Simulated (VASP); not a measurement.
Write the native input for VASP 6.6.1 that does the following.

| Property | Result |
| --- | --- |
| Task | relaxation of cell and atoms |
| Functional | PBEsol |
| Potentials or basis | VASP PAW PBE potentials, release 64 (Ge_d) |
| Cutoff | 600 eV |
| k mesh | 10 × 10 × 10 |
| Occupations | gaussian, width 0.03 eV |
| Spin | no spin polarisation |
| Further INCAR settings | ALGO = Normal; EDIFF = 1e-06; IBRION = 2; EDIFFG = -0.01; NSW = 90; ISIF = 3 |

The structure of Ge lies in POSCAR:

```
Ge
1.0
    0.0000000000      2.8289100000      2.8289100000
    2.8289100000      0.0000000000      2.8289100000
    2.8289100000      2.8289100000      0.0000000000
Ge
2
Direct
    0.0000000000      0.0000000000      0.0000000000
    0.2500000000      0.2500000000      0.2500000000
```

These files were run (other wordings do the same):

INCAR

```
PREC = Accurate
ENCUT = 600
EDIFF = 1E-6
ISMEAR = 0
SIGMA = 0.03
LREAL = False
LASPH = True
NELM = 80
ALGO = Normal
ISIF = 3
LWAVE = False
LCHARG = False
GGA = PS
IBRION = 2
NSW = 90
EDIFFG = -0.01
KPAR = 4
```

KPOINTS

```
Automatic mesh
0
Gamma
  10 10 10
```

Potentials or basis: VASP PAW PBE potentials, release 64 (Ge_d).

Launch:

```sh
$ cat potpaw_PBE.64/Ge_d/POTCAR > POTCAR
$ mpirun -np 4 vasp_std > vasp.out
```

It gave:

* Relaxed volume: 22.85 Å³/atom
* Relaxed cell: a = 4.013 Å, b = 4.013 Å, c = 4.013 Å, α = 60.00°, β = 60.00°, γ = 60.00°
* Space group after relaxing (to 0.05 Å): Fd-3m (No. 227)
* Energy gained by relaxing: 0.4 meV/atom
* Ionic steps: 3
* Pressure after relaxing: 0.0 GPa
* Band gap on the k mesh: none (metal or under the smearing width)

Caveat: the PAW data sets were made with another functional, which shifts forces and pressure a little; this crystal is a semiconductor, whose small gap the functional closes, so the metal is an error of the method.

Run time: 21 s on 4 MPI ranks on AMD EPYC 9R14 (Zen 4), on a shared host, peak memory 0.18 GiB a rank.
